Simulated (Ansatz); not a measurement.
Geometry optimisation, DFT PBEsol, scalar-relativistic, plane waves, PAW in Ansatz.

Input:

```yaml
crystal:
  lattice:
    - [0.0, 5.43, 5.43]
    - [5.43, 0.0, 5.43]
    - [5.43, 5.43, 0.0]
  atoms:
    - { symbol: Si, position: [0.0, 0.0, 0.0] }
    - { symbol: Si, position: [0.125, 0.125, 0.125] }
    - { symbol: Si, position: [0.0, 0.0, 0.5] }
    - { symbol: Si, position: [0.125, 0.125, 0.625] }
    - { symbol: Si, position: [0.0, 0.5, 0.0] }
    - { symbol: Si, position: [0.125, 0.625, 0.125] }
    - { symbol: Si, position: [0.0, 0.5, 0.5] }
    - { symbol: Si, position: [0.125, 0.625, 0.625] }
    - { symbol: Si, position: [0.5, 0.0, 0.0] }
    - { symbol: Si, position: [0.625, 0.125, 0.125] }
    - { symbol: Si, position: [0.5, 0.0, 0.5] }
    - { symbol: Si, position: [0.625, 0.125, 0.625] }
    - { symbol: Si, position: [0.5, 0.5, 0.0] }
    - { symbol: Si, position: [0.625, 0.625, 0.125] }
    - { symbol: Si, position: [0.5, 0.5, 0.5] }
    - { symbol: Si, position: [0.625, 0.625, 0.625] }
    - { symbol: Si, position: [0.38610352, 0.37215355, 0.36375113] }
basis:
  ecutwfc: 420.0
kpoints:
  mp_grid: { grid: [2, 2, 2] }
hamiltonian:
  xc: pbesol
scf:
  occupations: { method: gaussian, width: 0.05 }
  lower_state_search: "off"
relax:
  f_tol: 0.03
  max_steps: 60
  adjacent_minimum: "off"
output:
  write_density: true
  write_potential: true
  elf: true
  volumetric_format: npy
```

Launched with:

```bash
$ ansatz run input.yaml --threads 1 --pin off --max-ram 3072MiB --backend cpu --events-out ev --progress --plain --runs-dir out
```

Problem. Where does it end, and by what steps?

Solution. It converged. The force dipped under the threshold on the way, but the program's further checks kept it going. After 3 steps the energy has fallen by 0.153 eV; Si17 moved furthest, 0.08 Å.

```csv
step,energy less start (eV),largest force component (eV/Å),accepted
0,0.0000,0.843,yes
1,-0.1299,0.330,yes
2,-0.1526,0.028,yes
3,-0.1526,0.028,yes
```

```xyz
17
Lattice="0.0000 5.4300 5.4300 5.4300 0.0000 5.4300 5.4300 5.4300 0.0000" Properties=species:S:1:pos:R:3
Si 0.001 0.004 0.007
Si 1.357 1.357 1.358
Si 2.709 2.711 0.005
Si 4.068 4.074 1.326
Si 2.708 0.003 2.713
Si 4.067 1.324 4.077
Si 5.446 2.696 2.698
Si 6.819 4.073 4.075
Si 0.002 2.708 2.711
Si 1.319 4.071 4.074
Si 2.686 5.454 2.693
Si 4.070 6.820 4.073
Si 2.685 2.690 5.457
Si 4.069 4.070 6.823
Si 5.449 5.452 5.455
Si 6.778 6.789 6.793
Si 4.062 4.074 4.079
```

Time of the run: 10 s on 1 thread of AMD EPYC 9R45 96-Core Processor (Zen 5), with other jobs on the host, peak memory 0.58 GiB.
